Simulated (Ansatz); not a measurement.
Runs of Ansatz 0.2.0 on Cl. It takes space group Cmce (No. 64, orthorhombic). The conventional cell has a = 6.290 Å, b = 4.500 Å, c = 8.210 Å, α = 90.00°, β = 90.00°, γ = 90.00°. Cl (site symmetry m) has 1 Cl at 2.02 Å as nearest neighbours. 

```tsv
task	level	cell	smearing	gap on the mesh (eV)	pressure (GPa)	relaxed volume (Å³/atom)	largest force (eV/Å)
relaxation of cell and atoms	PBE+D3(BJ)	relaxed	fermi-dirac 0.05 eV	(b)	0.0	27.15	-
relaxation of cell and atoms	revPBE+D4	relaxed	fermi-dirac 0.05 eV	2.31	0.0	26.80	0.01
relaxation of cell and atoms	PBE+D4	relaxed	fermi-dirac 0.05 eV	2.19	0.0	27.03	-
relaxation of cell and atoms	revPBE+D3(BJ)	relaxed	fermi-dirac 0.05 eV	(a)	0.0	27.50	-
single point	PBE	as given	gaussian 0.028 eV	2.49	0.7	-	(c)
```

Alike in all rows: potentials or basis Ansatz PAW; no spin polarisation; k mesh 7 × 7 × 4; cutoff (eV) 420.

Fill in the values left out.

(a) 2.35; (b) 2.20; (c) 0.10.

Caveats: odd divisions of the mesh miss points on the zone boundary, where band edges often lie, so the gap on the mesh can be too wide; the plane-wave basis is chosen anew once the cell has moved, so the energies of steps on either side of that aren't comparable (some runs); the PAW data sets come from PBE, with cores solved anew for the run's functional, which leaves a small shift of forces and pressure (some runs).

A k mesh can miss the band edges.
